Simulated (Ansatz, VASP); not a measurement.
# One calculation of Mg, two programs

```xyz
1
Lattice="12.0000 0.0000 0.0000 0.0000 12.3000 0.0000 0.0000 0.0000 12.6000" Properties=species:S:1:pos:R:3 pbc="T T T"
Mg    6.0000    6.0000    6.0000
```

Alike in both runs: task single point; functional HSE06; k mesh 1 × 1 × 1; occupations gaussian, width 0.01 eV; no spin polarisation.

|  | VASP | Ansatz |
| --- | --- | --- |
| version | VASP 6.6.1 | Ansatz 0.2.0 |
| potentials or method | VASP PAW PBE potentials, release 64 (Mg) | scalar-relativistic, plane waves, PAW |
| plane-wave cutoff (eV) | 520 | 420 |
| valence electrons in the cell | 2 | 10 |

Ansatz gave:

```
gap on the k mesh at the Fermi level (eV) : 3.92
least direct gap on the mesh (eV)         : 3.92
```

Task: Which values does VASP return?

Result: gap on the k mesh at the Fermi level (eV): 3.94; least direct gap on the mesh (eV): 3.94.

The two sets of potentials don't hold the same shells in valence. Ansatz warned: «xc_potential_rough_in_thin_density».
